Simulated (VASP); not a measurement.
## CdTe: atomic charges with PBE

**Experimental background.**

From a printed reference work, data compilation, for a bulk crystal of CdTe at 0 K: band gap 1.607 eV.

The system is CdTe.

```
Te Cd
1.0
     0.00000    3.20500    3.20500
     3.20500    0.00000    3.20500
     3.20500    3.20500    0.00000
Te Cd
1 1
Direct
  0.75000 0.75000 0.75000
  0.00000 0.00000 0.00000
```

```json
{
 "Program": "VASP 6.6.1",
 "Task": "atomic charges",
 "Functional": "PBE",
 "Potentials or basis": "VASP PAW PBE potentials, release 64 (Te, Cd)",
 "Cutoff": "520 eV",
 "k mesh": "7 × 7 × 7",
 "Occupations": "gaussian, width 0.02 eV",
 "Spin": "no spin polarisation",
 "Further INCAR settings": "ALGO = Fast; EDIFF = 1e-07"
}
```

```yaml
Pressure: 4.4 GPa
Band_gap_on_the_k_mesh: 0.87 eV, direct
Valence_electrons_inside_the_program's_atomic_spheres: Te 3.45; Cd 10.34
```

Levels at points of the mesh, in eV from the valence-band top:
```
           k point  band 5  band 6  band 7  band 8  band 9  band 10  band 11  band 12  band 13
(0.00, 0.00, 0.00)   -8.12   -8.12    0.00    0.00    0.00     0.87     4.58     4.58     4.58
```

Run time: 20 s on 1 thread of Intel(R) Xeon(R) Platinum 8488C (Sapphire Rapids), with other jobs on the host, peak memory 0.2 GiB.

A measured gap of CdTe is 1.607 eV (0 K; a printed reference work, data compilation); the calculated 0.87 eV misses it by -0.73 eV. Spin-orbit coupling on Cd, Te is left out. The value is that of PBE, without temperature or zero-point motion. Semilocal functionals fall short of measured gaps as a rule.

Caveat: spin-orbit coupling is left out, which moves the levels of the heavy elements.
